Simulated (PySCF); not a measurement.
Two species compared at the same levels of theory.

First species: C₃H₈S.
Z-matrix (Å and degrees, GFN2-xTB geometry), rows numbered from 1:
```
C 
C   1  1.5241
C   2  1.5199  1  111.14
S   3  1.8270  2  112.32  1  -179.14
H   1  1.0876  2  110.67  3    60.36
H   1  1.0879  2  110.58  3   -59.72
H   1  1.0871  2  110.24  3  -179.60
H   2  1.0920  1  109.86  3  -120.89
H   2  1.0932  1  109.47  3   120.94
H   3  1.0905  2  111.62  1    59.49
H   3  1.0898  2  111.03  1   -62.28
H   4  1.3317  3   96.14  2   -61.09
```

Second species: C3H3F3.
InChI=1S/C3H3F3/c4-1-3(6)2-5/h1H,2H2/b3-1-

Levels: CAM-B3LYP/def2-SVPD for dipole moment, HOMO energy, LUMO energy, HOMO–LUMO gap, static isotropic polarisability and electronic spatial extent ⟨r²⟩ about the centre of nuclear charge; TDDFT CAM-B3LYP/def2-SVPD for lowest singlet excitation; TDA CAM-B3LYP/def2-SVPD for lowest triplet excitation (Tamm–Dancoff); GFN2-xTB for rotational constant A and rotational constant C. Geometries: GFN2-xTB. Each structure is a single optimised conformer of the isolated species, non-relativistic unless stated; the electronic structure was computed with PySCF and density fitting.

Dipoles, sizes and rotational constants follow the conformer. The torsions of the flexible species, by atom-mapped SMILES:
- `[CH3:1][CH2:2][CH2:3][SH:4]`: C1–C2–C3–S4 -179°, H–S4–C3–C2 -61°
- `[F:1]/[CH:2]=[C:3](\[F:4])[CH2:5][F:6]`: C2–C3–C5–F6 0°

Values for the first species:

| Item | Value |
| --- | --- |
| Dipole moment | 1.82 D |
| HOMO energy | -8.13 eV |
| LUMO energy | 1.01 eV |
| HOMO–LUMO gap | 9.14 eV |
| Lowest singlet excitation | 5.50 eV |
| Lowest triplet excitation (Tamm–Dancoff) | 5.09 eV |
| Static isotropic polarisability | 60.1 au |
| Electronic spatial extent ⟨r²⟩ about the centre of nuclear charge | 560 bohr² |
| Rotational constant A | 23.844 GHz |
| Rotational constant C | 2.279 GHz |

(1) Estimate the same properties for the second species, and the change in each.

## Answers

(1) 
```csv
property,first,second,second less first
dipole moment,1.82 D,1.62 D,-0.20 D
HOMO energy,-8.13 eV,-9.11 eV,-0.98 eV
LUMO energy,1.01 eV,1.18 eV,+0.17 eV
HOMO–LUMO gap,9.14 eV,10.29 eV,+1.15 eV
lowest singlet excitation,5.50 eV,6.50 eV,+1.00 eV
lowest triplet excitation (Tamm–Dancoff),5.09 eV,4.50 eV,-0.59 eV
static isotropic polarisability,60.1 au,40.0 au,-20.1 au
electronic spatial extent ⟨r²⟩ about the centre of nuclear charge,560 bohr²,602 bohr²,+42 bohr²
rotational constant A,23.844 GHz,5.708 GHz,-18.136 GHz
rotational constant C,2.279 GHz,1.731 GHz,-0.548 GHz
```

On the first: The principal polarisabilities are 52.4, 54.9 and 72.9 au; their mean is the isotropic value. The vertical singlet–triplet gap S1 − T1 is 0.41 eV (TDDFT singlet less Tamm–Dancoff triplet; S1: HOMO→LUMO, weight 0.73; T1: HOMO→LUMO, weight 0.65).

On the second: The polarisability is 5.93 Å³ as a volume (1 au = 0.148185 Å³), or 0.83 au for each of the 48 electrons. No computed singlet falls in the visible range (750 to 380 nm, 1.65 to 3.26 eV); S1 lies 3.24 eV above its blue end.
